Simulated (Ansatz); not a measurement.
Runs of Ansatz 0.2.0 on Te. It takes space group P3_121 (No. 152, trigonal). The conventional cell has a = 4.454 Å, b = 4.454 Å, c = 5.924 Å, α = 90.00°, β = 90.00°, γ = 120.00°. Te (site symmetry 2) has 2 Te at 2.86 Å as nearest neighbours. 

```csv
task,level,potentials or basis,k mesh,cutoff (eV),smearing,basis error allowed,gap on the mesh (eV),pressure (GPa),V0 of scaled cells (Å³/atom),B0 (GPa),largest force (eV/Å)
equation of state,LDA,"all-electron LAPW, scalar-relativistic",7 × 7 × 5,-,fermi-dirac 0.05 eV,0.002 eV/atom,-,-,32.64,55,-
single point,PBEsol,"all-electron LAPW, scalar-relativistic",7 × 7 × 5,234,fermi-dirac 0.05 eV,0.001 eV/atom,0.60,-0.9,-,-,0.10
single point,PBEsol,"all-electron LAPW, scalar-relativistic",4 × 4 × 3,215,fermi-dirac 0.03 eV,0.002 eV/atom,0.77,(c),-,-,0.09
dielectric tensor,PBEsol,all-electron PAW datasets made for the crystal,7 × 7 × 5,160,fixed,-,0.60,-,-,-,-
equation of state,PBE,"all-electron LAPW, scalar-relativistic",7 × 7 × 5,-,fermi-dirac 0.05 eV,0.001 eV/atom,-,-,(b),45,-
band structure,LDA,"all-electron LAPW, scalar-relativistic",7 × 7 × 5,216,fermi-dirac 0.05 eV,0.002 eV/atom,-,-1.9,-,-,0.05
single point,PBE,"all-electron LAPW, scalar-relativistic",7 × 7 × 5,234,fermi-dirac 0.05 eV,0.001 eV/atom,(a),1.5,-,-,0.14
phonons,PBEsol,"all-electron LAPW, scalar-relativistic",7 × 7 × 5,234,fermi-dirac 0.05 eV,0.002 eV/atom,0.60,-,-,-,0.10
band structure,PBE,"all-electron LAPW, scalar-relativistic",7 × 7 × 5,215,fermi-dirac 0.05 eV,0.002 eV/atom,-,1.5,-,-,0.14
equation of state,PBEsol,"all-electron LAPW, scalar-relativistic",7 × 7 × 5,-,fermi-dirac 0.05 eV,0.001 eV/atom,-,-,33.28,52,-
band structure,PBEsol,"all-electron LAPW, scalar-relativistic",7 × 7 × 5,215,fermi-dirac 0.05 eV,0.002 eV/atom,-,-0.9,-,-,0.10
```

Alike in all rows: no spin polarisation; cell as given.

Question: Fill in the values left out.

Answer: (a) 0.64; (b) 34.97; (c) -0.8.

Caveats: spin-orbit coupling is left out, which moves the levels of the heavy elements (some runs); an odd mesh through Γ misses points on the zone boundary, where band edges often lie (some runs); the cell was scaled at fixed shape and fractional positions, which overstates the stiffness of a crystal with free parameters, most of all of layers and chains (some runs).

A k mesh can miss the band edges, and the runs leave out spin-orbit coupling on Te.

Not every run made on this cell is shown here.
